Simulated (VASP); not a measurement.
A run of VASP 6.6.1 is set up as follows.

POSCAR

```
Ru
1.0
    2.7179493145     -0.0000000000      0.0000000000
   -1.3589746573      2.3538131526      0.0000000000
   -0.0000000000      0.0000000000      4.3005685092
  Ru
     2
Direct
     0.3333333332999970    0.6666666667000030    0.2500000000000000
     0.6666666667000030    0.3333333332999970    0.7500000000000000
```

The input INCAR.step1:

```
SYSTEM = Ru
  PREC = Accurate
  ENCUT = 600
  EDIFF = 1E-8
  ISMEAR = 1
  SIGMA = 0.2
  LREAL = .FALSE.
  LASPH = .TRUE.
  NELM = 80
  ALGO = Fast
  ISIF = 3
  LWAVE = .FALSE.
  LCHARG = .FALSE.
  GGA = PE
  KPAR = 2
  IBRION = 2
  NSW = 40
  EDIFFG = -0.002
```

INCAR.step2

```
SYSTEM = Ru
  PREC = Accurate
  ENCUT = 600
  EDIFF = 1E-8
  ISMEAR = 1
  SIGMA = 0.2
  LREAL = .FALSE.
  LASPH = .TRUE.
  NELM = 80
  ALGO = Fast
  ISIF = 2
  LWAVE = .FALSE.
  LCHARG = .FALSE.
  GGA = PE
  KPAR = 2
  IBRION = 6
  NFREE = 2
  POTIM = 0.015
  NSW = 1
```

The input KPOINTS:

```
Automatic mesh
0
G
  30 30 16
  0 0 0
```

Potentials or basis: VASP PAW PBE potentials, release 64 (Ru_pv).

Launch:

```bash
$ cat potpaw_PBE.64/Ru_pv/POTCAR > POTCAR
$ cp INCAR.step1 INCAR
$ mpirun -np 2 vasp_std > vasp.out
$ cp CONTCAR POSCAR
$ cp INCAR.step2 INCAR
$ mpirun -np 2 vasp_std > vasp.out
```

What does it give for the highest phonon frequency at Γ?

254 cm⁻¹.

Phonon frequencies in cm⁻¹ (negative: imaginary):
```csv
q point,frequencies
"(0.000, 0.000, 0.000)",0 0 0 195 195 254
```
